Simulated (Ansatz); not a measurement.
**Property card for Au**

The calculation used Ansatz, DFT PBE, scalar-relativistic, plane waves, PAW.

Cutoff 420 eV; k points 14×14×10 on the computed 2-atom cell (Γ-centred); Gaussian smearing, width 0.10 eV; no spin polarisation.

The structure is relaxed at this level of theory with its symmetry kept.

```cif
data_structure
_symmetry_space_group_name_H-M 'I4/mmm'
_symmetry_Int_Tables_number 139
_cell_length_a 2.9681
_cell_length_b 2.9681
_cell_length_c 4.0789
_cell_angle_alpha 90.000
_cell_angle_beta 90.000
_cell_angle_gamma 90.000
_cell_volume 35.93
loop_
_atom_site_label
_atom_site_type_symbol
_atom_site_symmetry_multiplicity
_atom_site_Wyckoff_symbol
_atom_site_fract_x
_atom_site_fract_y
_atom_site_fract_z
_atom_site_occupancy
Au1 Au 2 a 0.50000 0.50000 0.50000 1
```

| Item | Value |
| --- | --- |
| Space group | I4/mmm (No. 139) |
| Volume per atom | 121.2 bohr³ |
| Formation energy from the elements' standard states (uncorrected) | -0.002 eV/atom |
| Kohn–Sham band gap | none (metal) |
| Density of states at the Fermi level | 0.61 states/eV per cell |
| Löwdin character within 0.5 eV of the Fermi level | Au 6s 44 %, Au 5d 33 %, unprojected 23 % |
| Bulk modulus | 140 GPa |
| Its pressure derivative | 5.9 |
| Bader charges (e) | Au (2 in the cell) 0.00 |

Spin-orbit coupling is left out, which matters for the bands of heavy elements.

Cost: 9 runs of about 2.6 core-minutes in all, on Intel Xeon 6975P-C (Granite Rapids) (shared hosts).